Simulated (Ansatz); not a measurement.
An Ansatz (an electronic-structure program) input (plane-wave PAW DFT at the r2SCAN level (Ansatz, 500 eV), no spin-orbit coupling):

Ansatz 0.2 input:
```yaml
crystal:
  lattice:
    - [3.4939310263, 0, 0]
    - [1.7469655132, 3.0258330279, 0]
    - [0, 0, 5.7657628474]
  atoms:
    - { symbol: In, position: [0.6666666667, 0.6666666667, 0.0022599473] }
    - { symbol: In, position: [0.3333333333, 0.3333333333, 0.5022599473] }
    - { symbol: N, position: [0.6666666667, 0.6666666667, 0.6229400527] }
    - { symbol: N, position: [0.3333333333, 0.3333333333, 0.1229400527] }
basis: { ecutwfc: 500, ecutrho_ratio: 4, xc_grid: 4, fft_grid_basis: typed }
kpoints: { mp_grid: { grid: [11, 11, 6] } }
hamiltonian:
  xc: r2scan
  dispersion: none
  pseudopotentials: { kind: paw }
scf: { occupations: { method: fermi_dirac, width: 0.05 } }
relax: { f_tol: 0.005, max_steps: 50, cell: { stress_tol: 0.01, fix: [a, b, gamma] } }
output: { forces: true, stress: true }
checkpoint: { write: state.ck, write_every: 1000 }
```

Problem. Which symmetry and how many k-points will the program report, and about how many plane waves at Γ?

Solution. Space group P63mc (ITA 186) with 12 operations, k-points 64 of 726, and 1521 plane waves at Γ.

Problem. And the final pressure?

Solution. 2.76 GPa (compression positive).

The cells carry an imposed strain or load. Stability against distortions was not tested. All final runs are without spin polarisation. The cell was made from InN in the wurtzite structure (space group P6_3mc, No. 186) by this change: biaxial strain −1.51 %, plane normal [001], relaxed out of plane.
